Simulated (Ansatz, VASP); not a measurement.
## AlRu: VASP beside Ansatz

Contents of INCAR:

```
SYSTEM = AlRu
PREC = Accurate ; ENCUT = 600
EDIFF = 1E-6 ; ISMEAR = -1
SIGMA = 0.05 ; LREAL = .False.
LASPH = .True. ; NELM = 60
ALGO = Fast ; ISIF = 3
LWAVE = .False. ; LCHARG = .False.
GGA = RP ; IBRION = 2
NSW = 60 ; EDIFFG = -0.01
```

Contents of KPOINTS:

```
regular mesh
0
Gamma
  9 9 9
  0 0 0
```

Contents of POSCAR:

```
AlRu
1.0
    2.9916000000      0.0000000000      0.0000000000
    0.0000000000      2.9916000000      0.0000000000
    0.0000000000      0.0000000000      2.9916000000
Ru Al
1 1
Direct
    0.5000000000      0.5000000000      0.5000000000
    0.0000000000      0.0000000000      0.0000000000
```

input.yaml

```yaml
crystal:
  lattice:
    - [2.9916, 0.0, 0.0]
    - [0.0, 2.9916, 0.0]
    - [0.0, 0.0, 2.9916]
  atoms:
    - { symbol: Ru, position: [0.5, 0.5, 0.5] }
    - { symbol: Al, position: [0.0, 0.0, 0.0] }
hamiltonian:
  xc: rpbe
  pseudopotentials: { kind: paw }
kpoints:
  mp_grid: { grid: [9, 9, 9] }
scf:
  occupations: { method: fermi_dirac, width: 0.05 }
output:
  forces: true
  stress: true
  eigenvalues: true
relax:
  f_tol: 0.01
  max_steps: 40
  cell: { stress_tol: 0.05 }
```

Alike in both runs: task relaxation of cell and atoms; functional RPBE; k mesh 9 × 9 × 9; occupations fermi-dirac, width 0.05 eV; no spin polarisation.

|  | VASP | Ansatz |
| --- | --- | --- |
| version | VASP 6.6.1 | Ansatz 0.2.0 |
| potentials or method | VASP PAW PBE potentials, release 64 (Ru_pv, Al) | Ansatz PAW |
| plane-wave cutoff (eV) | 600 | 420 |
| valence electrons in the cell | 17 | 19 |

|  | VASP | Ansatz | Ansatz less VASP |
| --- | --- | --- | --- |
| gap on the k mesh at the Fermi level, each at its own relaxed structure (eV) | none | none | - |
| relaxed volume (Å³/atom) | 13.78 | 13.79 | +0.009 |
| relaxed cell length with the largest relative difference (Å) | 3.021 | 3.021 | +0.0007 |
| energy change over the relaxation (meV/atom) | -7 | -7 | -0.6 |

A gap of «none» marks a metal or a gap that the smearing closes. The two sets of potentials don't hold the same shells in valence.

Caveats: the PAW data sets were made with another functional, which shifts forces and pressure a little (VASP); the plane-wave basis is chosen anew once the cell has moved, so the energies of steps on either side of that aren't comparable (Ansatz); the PAW data sets come from PBE, with cores solved anew for the run's functional, which leaves a small shift of forces and pressure (Ansatz). RPBE and its kin give volumes clearly too large for solids. Zero-point motion and thermal expansion aren't in these numbers.
